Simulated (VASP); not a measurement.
Here is a VASP 6.6.1 calculation.

Contents of INCAR:

```
PREC = Accurate
ENCUT = 520
EDIFF = 1E-6
ISMEAR = 0
SIGMA = 0.03
LREAL = F
LASPH = T
NELM = 150
ALGO = Normal
ISIF = 2
LWAVE = F
LCHARG = F
METAGGA = R2SCAN
LMIXTAU = T
KPAR = 4
```

File KPOINTS:

```
regular mesh
0
Gamma
  10 10 10
```

POSCAR

```
Al2GaN3                                 
1.0
   -1.5737426576      4.7206364792      2.2232197016
    1.5737426576     -4.7206364792      2.2232197016
    1.5737426576      4.7206364792     -2.2232197016
  Al              Ga              N             
     2     1     3
Direct
     0.6673638802480178    0.9996852811969617    0.6676785990510633
     0.3320066821459055    0.9996852811969617    0.3323214009489368
     0.0001951579095520    0.0001951579095520    1.0000000000000000
     0.0859478602457980    0.2571206010404252    0.8288272592053728
     0.4282933418350524    0.2571206010404252    0.1711727407946272
     0.7358559976156731    0.2358559976156731    0.5000000000000000
```

Potentials or basis: VASP PAW PBE potentials, release 64 (Al, Ga_d, N).

The run is started by

```bash
$ cat potpaw_PBE.64/Al/POTCAR potpaw_PBE.64/Ga_d/POTCAR potpaw_PBE.64/N/POTCAR > POTCAR
$ mpirun -np 4 vasp_std > vasp.out
```

Problem. What does it give for the pressure?

Solution. -5.0 GPa.

Problem. Estimate the band gap on the k mesh.

Solution. 3.62 eV, direct.

Forces on the atoms (eV/Å):
```
Al   0.000 -0.008  0.004
Al   0.000  0.008  0.004
Ga   0.000  0.000  0.002
N    0.000  0.014 -0.017
N    0.000 -0.014 -0.017
N    0.000  0.000  0.023
```

Caveat: the PAW data sets were made with another functional, which shifts forces and pressure a little. A k mesh can miss the band edges.
